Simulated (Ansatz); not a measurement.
**Ideal shear of a crystal plane in Si$_{2}$Mo**

These are results of DFT PBEsol, scalar-relativistic, plane waves, PAW (Ansatz), not measurements. Cutoff 420 eV, Γ-centred 15×15×3 k-points, Gaussian smearing of 0.15 eV. No spin polarisation. Energies are free energies at this smearing, counted from the undisturbed cell; pressure is positive in compression.

The undisturbed cell (relaxed at this level):

```
Si Mo
1.0
    -3.19007    0.00000    0.00000
     0.00000   -3.19007    0.00000
     0.00000    0.00000   15.64277
Si Mo
8 4
Direct
  0.00000 0.00000 0.04253
  0.50000 0.50000 0.79253
  0.00000 0.00000 0.54253
  0.50000 0.50000 0.29253
  0.00000 0.00000 0.20747
  0.50000 0.50000 0.95747
  0.00000 0.00000 0.70747
  0.50000 0.50000 0.45747
  0.50000 0.50000 0.62500
  0.00000 0.00000 0.37500
  0.50000 0.50000 0.12500
  0.00000 0.00000 0.87500
```

The cut lies on the cell's a–b face, a (0 0 1) plane (indices in the standard cell, whose axes needn't be the Cartesian ones shown) of area 10.18 Å², between layers 1.33 Å apart. Vector c is tilted by f times 1·a + 0·b (length 3.190 Å) with the atoms' Cartesian places fixed: one unrelaxed fault a cell. The traction is dγ/du, the slope of γ against the slip u in Å. Some rows repeat others by symmetry and weren't run.

```
     f  γ (mJ/m²) traction (GPa)
0.0000          0             0.0
0.1000        428            26.4
0.2000       1615            46.3
0.3000       3231            52.0
0.4000       4692            35.7
0.5000       5306             0.0
0.6000       4692           -35.7
0.7000       3231           -52.0
0.8000       1615           -46.3
0.9000        428           -26.4
```

Read off the first barrier and the stress needed to climb it, and compare with Frenkel's sinusoid.

The first sampled maximum lies at f = 0.500, a slip of 1.60 Å, with γ ≈ 5306 mJ/m², which stands in for the unstable fault energy γ_us, and the steepest sampled slope before it is 52.0 GPa. A sinusoid γ = γ_us sin²(πu/λ) with its maximum there has λ = 3.19 Å and a largest slope πγ_us/λ = 52.3 GPa (1 mJ/m² per Å = 0.01 GPa).

Is there a metastable fault on this line?

Apart from points where γ returns to about zero, no local minimum shows among the samples, so at this sampling the line offers no fault for a dislocation to split on; a fault can still lie off the line.

The cut is rigid; relaxing the faces lowers these energies and usually the stresses.

In a metal these slopes depend on the k mesh and the smearing.

Cost: 6 runs of about 11 core-minutes in all, on Intel Xeon Processor @ 2.70GHz (shared hosts).